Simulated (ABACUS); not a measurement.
The system is V.

```xyz
1
Lattice="-1.5144 1.5144 1.5144 1.5144 -1.5144 1.5144 1.5144 1.5144 -1.5144" Properties=species:S:1:pos:R:3 pbc="T T T"
V     0.0000    0.0000    0.0000
```

| Item | Value |
| --- | --- |
| Program | ABACUS 3.10.1 |
| Task | single point |
| Functional | PBE |
| Potentials or basis | PseudoDojo NC SR 0.4.1 PBE standard |
| Cutoff | 1143 eV |
| Density cutoff | 4572 eV |
| Basis | plane waves |
| k mesh | 12 × 12 × 12 |
| Occupations | fermi-dirac, width 0.05 eV |
| Spin | collinear spin, ferromagnetic start |
| Starting moments | [2.0] μB |

On this cell: pressure -5.3 GPa; net moment 0.00 μB per cell; band gap on the k mesh none (metal or under the smearing width).

The same run follows on a disturbed copy (cell strained at random at fixed volume):

```xyz
1
Lattice="-1.5170 1.5201 1.5776 1.4987 -1.4781 1.5172 1.5066 1.4677 -1.5355" Properties=species:S:1:pos:R:3 pbc="T T T"
V    -0.0105    0.0071    0.0249
```

Problem. What changes?

Solution. The energy (extrapolated to zero smearing) moves by +4.0 meV/atom; pressure -5.2 GPa; net moment 0.00 μB per cell; band gap on the k mesh none (metal or under the smearing width).

Stress tensor (GPa, compression positive):
```
-4.42  0.03  0.34
 0.03 -3.97 -0.44
 0.34 -0.44 -7.13
```
